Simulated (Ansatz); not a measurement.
# AlAs: the cost of one run

Program: Ansatz 0.2.0. Level of theory: DFT PBEsol, scalar-relativistic, plane waves, PAW. These are calculated values, not measurements.

2 further runs of the same task are left out: 2 set aside as unsound or not needed.

### 1 The structure to begin with

It takes space group F-43m (No. 216, cubic). Conventional cell: a = 5.675 Å, b = 5.675 Å, c = 5.675 Å, α = 90.00°, β = 90.00°, γ = 90.00°. Al (site symmetry -43m) is surrounded by 4 As at 2.46 Å. Around As (site symmetry -43m) lie 4 Al at 2.46 Å.

Coordinates:

```
CELL_PARAMETERS angstrom
0.00000 2.83730 2.83730
2.83730 0.00000 2.83730
2.83730 2.83730 0.00000
ATOMIC_POSITIONS crystal
Al 0.00000 0.00000 0.00000
As 0.75000 0.75000 0.75000
```

This cell was relaxed beforehand with the same method: volume 22.84 Å³/atom, gap on the mesh 1.34 eV.

### 2 Cutting the slab

Miller indices refer to the conventional cell of the relaxed bulk, F-43m (No. 216): a = 5.675 Å, b = 5.675 Å, c = 5.675 Å, α = 90.00°, β = 90.00°, γ = 90.00°.

A (110) slab, 6.0 Å thick as cut, with 17 Å of vacuum; its outer planes are AlAs (top) and AlAs (bottom).

The slab as cut. Its planes from the bottom up:

```csv
plane,atoms per cell,height over the lowest (Å)
1,AlAs,0.00
2,AlAs,2.01
3,AlAs,4.01
4,AlAs,6.02
```

### 3 Relaxing the clean slab

input.yaml reads:

```yaml
crystal:
  lattice:
    - [4.0125456554, 0.0, 0.0]
    - [0.0, 5.6745964856, 0.0]
    - [0.0, 0.0, 23.0188184832]
  atoms:
    - { symbol: Al, position: [0.5, 0.5, 0.3692630882] }
    - { symbol: As, position: [0.0, 0.25, 0.3692630882] }
    - { symbol: Al, position: [0.0, 0.0, 0.4564210294] }
    - { symbol: As, position: [0.5, 0.75, 0.4564210294] }
    - { symbol: Al, position: [0.5, 0.5, 0.5435789706] }
    - { symbol: As, position: [0.0, 0.25, 0.5435789706] }
    - { symbol: Al, position: [0.0, 0.0, 0.6307369118] }
    - { symbol: As, position: [0.5, 0.75, 0.6307369118] }
basis:
  ecutwfc: 420
kpoints:
  mp_grid: { grid: [7, 5, 1] }
hamiltonian:
  xc: pbesol
scf:
  occupations: { method: gaussian, width: 0.05 }
output:
  forces: true
  eigenvalues: true
  write_density: true
  write_potential: true
  elf: true
  volumetric_format: npy
relax:
  adjacent_minimum: "off"
  f_tol: 0.03
  max_steps: 70
  constraints: [{ sites: [0, 1, 2, 3] }]
efield:
  axis: 3
  dipole_correction: true
  ramp_width: 0.04
```

Started as:

```
ansatz run input.yaml --threads 2 --pin off --max-ram 5120MiB --backend cpu --events-out ev --progress --plain --runs-dir out
```

**Question.** How long does this run take on 2 threads of Intel Xeon 6975P-C (Granite Rapids), shared host, and how much memory does it need?

About 34 s, with a peak of 0.8 GiB.
